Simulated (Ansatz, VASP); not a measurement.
One calculation of C, two programs

The input INCAR:

```
  ALGO = Fast
  EDIFF = 1E-6
  EDIFFG = -0.005
  ENCUT = 600
  GGA = PE
  IBRION = 2
  ISIF = 3
  ISMEAR = 0
  IVDW = 12
  LASPH = True
  LCHARG = False
  LREAL = False
  LWAVE = False
  NELM = 100
  NSW = 100
  PREC = Accurate
  SIGMA = 0.1
```

Contents of KPOINTS:

```
k-points
0
Gamma
  21 21 6
```

File POSCAR:

```
C
1.0
    2.4699988104      0.0000000000      0.0000000000
   -1.2349994052      2.1390817171      0.0000000000
    0.0000000000      0.0000000000      6.7900000000
C
4
Direct
    0.0000000000      0.0000000000      0.0000000000
    0.0000000000      0.0000000000      0.5000000000
    0.3333333333      0.6666666667      0.0050000000
    0.6666666667      0.3333333333      0.5050000000
```

Input for Ansatz:

```yaml
crystal:
  lattice:
    - [2.4699988104, 0.0, 0.0]
    - [-1.2349994052, 2.1390817171, 0.0]
    - [0.0, 0.0, 6.79]
  atoms:
    - { symbol: C, position: [0.0, 0.0, 0.0] }
    - { symbol: C, position: [0.0, 0.0, 0.5] }
    - { symbol: C, position: [0.3333333333, 0.6666666667, 0.005] }
    - { symbol: C, position: [0.6666666667, 0.3333333333, 0.505] }
basis:
  ecutwfc: 420
kpoints:
  mp_grid: { grid: [21, 21, 6] }
hamiltonian:
  xc: pbe
  dispersion: d3bj
scf:
  occupations: { method: gaussian, width: 0.1 }
output:
  forces: true
  stress: true
  eigenvalues: true
relax:
  adjacent_minimum: "off"
  f_tol: 0.005
  max_steps: 80
  cell: { stress_tol: 0.05 }
```

This is a stacking variant of graphite.

Alike in both runs: task relaxation of cell and atoms; functional PBE; dispersion D3(BJ); k mesh 21 × 21 × 6; occupations gaussian, width 0.1 eV; no spin polarisation.

|  | VASP | Ansatz |
| --- | --- | --- |
| version | VASP 6.6.1 | Ansatz 0.2.0 |
| potentials or method | VASP PAW PBE potentials, release 64 (C) | scalar-relativistic, plane waves, PAW |
| plane-wave cutoff (eV) | 600 | 420 |
| valence electrons in the cell | 16 | 16 |

|  | VASP | Ansatz | Ansatz less VASP |
| --- | --- | --- | --- |
| gap on the k mesh at the Fermi level, each at its own relaxed structure (eV) | none | none | - |
| relaxed volume (Å³/atom) | 8.78 | 8.87 | +0.085 |
| relaxed cell length with the largest relative difference (Å) | 6.674 | 6.741 | +0.0662 |
| energy change over the relaxation (meV/atom) | -5 | -5 | +0.2 |

A gap of «none» marks a metal or a gap that the smearing closes.
